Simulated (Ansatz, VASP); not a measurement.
# MgO: VASP beside Ansatz

```xyz
4
Lattice="3.6171 0.0000 0.0000 -1.8085 3.1325 0.0000 0.0000 0.0000 3.9011" Properties=species:S:1:pos:R:3 pbc="T T T"
Mg    1.8085    1.0694    2.9258
Mg    0.0000    2.0631    0.9753
O     1.8085    1.0256    0.9753
O     0.0000    2.1069    2.9258
```

Change from the starting cell: mode 5 frozen in at +0.024 Å, strain +e along z and -e/2 along x and y -0.0700.

Alike in both runs: task single point; functional PBEsol; k mesh 9 × 9 × 6; occupations gaussian, width 0.05 eV; no spin polarisation.

|  | VASP | Ansatz |
| --- | --- | --- |
| version | VASP 6.6.1 | Ansatz 0.2.0 |
| potentials or method | VASP PAW PBE potentials, release 64 (Mg, O) | scalar-relativistic, plane waves, PAW |
| plane-wave cutoff (eV) | 520 | 520 |
| valence electrons in the cell | 16 | 32 |

VASP gave:

- gap on the k mesh at the Fermi level (eV): 3.41
- least direct gap on the mesh (eV): 3.41
- pressure (GPa): 4.2
- largest component of the traceless stress (GPa): 16.27
- rms of the force components (eV/Å): 0.086

Question: Which values does Ansatz return?

Answer: gap on the k mesh at the Fermi level (eV): 3.41; least direct gap on the mesh (eV): 3.41; pressure (GPa): 4.5; largest component of the traceless stress (GPa): 16.13; rms of the force components (eV/Å): 0.085.

Atom by atom the forces differ by 0.001 eV/Å (rms over components). The two sets of potentials don't hold the same shells in valence. Ansatz warned: «pseudo_functional_mismatch».

Caveats: the PAW data sets were made with another functional, which shifts forces and pressure a little (VASP).
